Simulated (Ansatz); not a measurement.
The system is HfO2.

```xyz
12
Lattice="5.1180 0.0000 0.0000 0.0000 5.1857 0.0000 -0.8587 0.0000 5.2139" Properties=species:S:1:pos:R:3 pbc="T T T"
Hf    0.8021    2.3870    3.6914
Hf    3.0279    4.9798    4.1294
Hf    3.4573    2.7987    1.5224
Hf    1.2314    0.2059    1.0845
O    -0.3473    0.8733    4.4146
O     4.1773    3.4661    3.4062
O     4.6066    4.3124    0.7993
O     0.0821    1.7196    1.8076
O     1.4549    3.8473    5.1101
O     2.3751    1.2544    2.7107
O     2.8045    1.3384    0.1038
O     1.8842    3.9313    2.5032
```

```yaml
Program: Ansatz 0.2.0
Task: relaxation of cell and atoms
Functional: revPBE
Dispersion: D4
Potentials_or_basis: Ansatz PAW
Cutoff: "420 eV (not typed: the program's choice for these potentials)"
k_mesh: 5 × 5 × 5
Occupations: fermi-dirac, width 0.05 eV
Spin: no spin polarisation
```

At the start: volume 11.53 Å³/atom.

Question: How do energy, volume and symmetry change on relaxing?

Answer: It ends after 9 steps and the volume is 11.62 Å³/atom (+0.8 %); space group P2_1/c (No. 14, to 0.05 Å).

Step by step:
| step | energy change (eV) | largest force (eV/Å) | volume (Å³) |
| --- | --- | --- | --- |
| 1 | 0.0000 | 0.4928 | 138.38 |
| 2 | -0.0118 | 0.2493 | 139.83 |
| 3 | -0.0351 | 0.0713 | 139.77 |
| 4 | -0.0379 | 0.0896 | 139.66 |
| 5 | -0.0399 | 0.0460 | 139.35 |
| 6 | -0.0401 | 0.0046 | 139.41 |
| 7 | -0.0448 | 0.0050 | 139.41 |
| 8 | -0.0446 | 0.0006 | 139.48 |
| 9 | -0.0449 | 0.0006 | 139.48 |

Final structure:
```
CELL_PARAMETERS angstrom
5.11999 0.00000 0.00140
0.00000 5.20891 0.00000
-0.85757 0.00000 5.22951
ATOMIC_POSITIONS crystal
Hf 0.27636 0.45800 0.70843
Hf 0.72364 0.95800 0.79157
Hf 0.72364 0.54200 0.29157
Hf 0.27636 0.04200 0.20843
O 0.07251 0.16128 0.83939
O 0.92749 0.66128 0.66061
O 0.92749 0.83872 0.16061
O 0.07251 0.33872 0.33939
O 0.44643 0.74171 0.97903
O 0.55357 0.24171 0.52097
O 0.55357 0.25829 0.02097
O 0.44643 0.75829 0.47903
```

Caveat: the plane-wave basis is chosen anew once the cell has moved, so the energies of steps on either side of that aren't comparable; the pressure holds a Pulay correction of +0.7 GPa for the finite cutoff; the PAW data sets come from PBE, with cores solved anew for the run's functional, which leaves a small shift of forces and pressure.
